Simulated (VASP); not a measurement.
# A VASP 6.6.1 single-point calculation on SrO

INCAR

```
NBANDS = 15
IBRION = -1
EDIFF = 1E-7
NSW = 0
SIGMA = 0.1
GGA = PE
PREC = Accurate
AMIX = 0.2
LCHARG = .FALSE.
ISIF = 2
LASPH = .TRUE.
LWAVE = .FALSE.
ISMEAR = -5
IVDW = 21
NELM = 120
LREAL = .FALSE.
ENCUT = 520
```

KPOINTS

```
KPOINTS created by Atomic Simulation Environment
0
Gamma
8 8 8
0 0 0
```

POSCAR

```
Sr O
 1.0000000000000000
    -0.1162875728000000    2.5668004474999999    2.5668004474999999
     2.5668004474999999   -0.1162875728000000    2.5668004474999999
     2.5668004474999999    2.5668004474999999   -0.1162875728000000
 Sr  O
   1   1
Cartesian
  0.0000000000000000  0.0000000000000000  0.0000000000000000
  2.5086566610999999  2.5086566610999994  2.5086566610999994
```

The recommended PBE PAW datasets give the neutral cell 16 valence electrons.

Command

```
mpirun -np 1 vasp_std
```

How does this run end, and what does it give?

It converged. Results: gap between bands v and c on the k mesh 3.17 eV; least direct gap on the k mesh 3.33 eV; pressure -4.3 GPa. Band v is the last that the valence electrons fill when counted band by band, and c is the next.

OSZICAR

```
N       E                     dE             d eps       ncg     rms          rms(c)
DAV:   1     0.686378739913E+02    0.68638E+02   -0.84049E+03  1950   0.104E+03
DAV:   2    -0.109702358979E+02   -0.79608E+02   -0.73289E+02  2733   0.219E+02
DAV:   3    -0.141492917614E+02   -0.31791E+01   -0.31640E+01  2450   0.396E+01
DAV:   4    -0.142149730039E+02   -0.65681E-01   -0.65673E-01  2543   0.553E+00
DAV:   5    -0.142168218549E+02   -0.18489E-02   -0.18488E-02  2380   0.707E-01    0.147E+01
DAV:   6    -0.124005328779E+02    0.18163E+01   -0.16885E+00  2027   0.955E+00    0.142E+01
DAV:   7    -0.120418988113E+02    0.35863E+00   -0.73570E-01  2286   0.695E+00    0.135E+01
DAV:   8    -0.121555520693E+02   -0.11365E+00   -0.56719E-01  2034   0.629E+00    0.409E+00
DAV:   9    -0.120130160442E+02    0.14254E+00   -0.30258E-01  2104   0.448E+00    0.383E-01
DAV:  10    -0.120153616740E+02   -0.23456E-02   -0.12605E-02  2377   0.845E-01    0.365E-01
DAV:  11    -0.120166252126E+02   -0.12635E-02   -0.10983E-03  2062   0.322E-01    0.963E-02
DAV:  12    -0.120165378761E+02    0.87336E-04   -0.15963E-04  2594   0.123E-01    0.675E-02
DAV:  13    -0.120165504032E+02   -0.12527E-04   -0.23708E-05  2069   0.345E-02    0.243E-02
DAV:  14    -0.120165584452E+02   -0.80420E-05   -0.12839E-05  2048   0.281E-02    0.143E-02
DAV:  15    -0.120165583679E+02    0.77243E-07   -0.61023E-07  2461   0.641E-03
   1 F= -.12285282E+02 E0= -.12285282E+02  d E =0.000000E+00
```

For comparison, a separate PBE run of the intended cell, on usual settings and not on those above, gives a gap of 3.17 eV on its mesh and a pressure of -2.1 GPa.
